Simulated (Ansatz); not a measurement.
Put GaAs in Pm-3n (No. 223): Ga on 6d; As on 6c. A trial structure of GaAs was built thus: 4-connected net, two elements alternating.

These are results of DFT PBE, scalar-relativistic, plane waves, PAW in Ansatz, not measurements. Cutoff 420 eV, Γ-centred mesh, Gaussian smearing, no spin polarisation.

Energies over the elements count from the elements' standard structures at the same level, with no fitted energy shifts.

Problem. Predict the relaxed structure.

Solution.

Space group Pm-3n (No. 223). a = 7.085 Å, b = 7.085 Å, c = 7.085 Å, α = 90.00°, β = 90.00°, γ = 90.00°
| atom | site | symmetry | x | y | z |
| --- | --- | --- | --- | --- | --- |
| Ga | 6d | -4m.2 | 0.5000 | 0.0000 | 0.7500 |
| As | 6c | -4m.2 | 0.0000 | 0.5000 | 0.7500 |

Ga is surrounded by 4 As at 2.50 Å; around As lie 4 Ga at 2.50 Å.

Problem. Where does its energy lie, and is it a metal?

Solution. The formation energy is −0.20 eV/atom and the gap on the 6×6×6 mesh of the 12-atom cell is 0.02 eV by band count, less than the smearing, so the run treats it as a metal. A negative formation energy is needed for stability but isn't enough: competing phases decide.

The last run used Gaussian smearing of 0.10 eV. The reference form of As is held partly by dispersion forces, which this level lacks. Symmetry constrained the relaxation, so the result can be a saddle point.
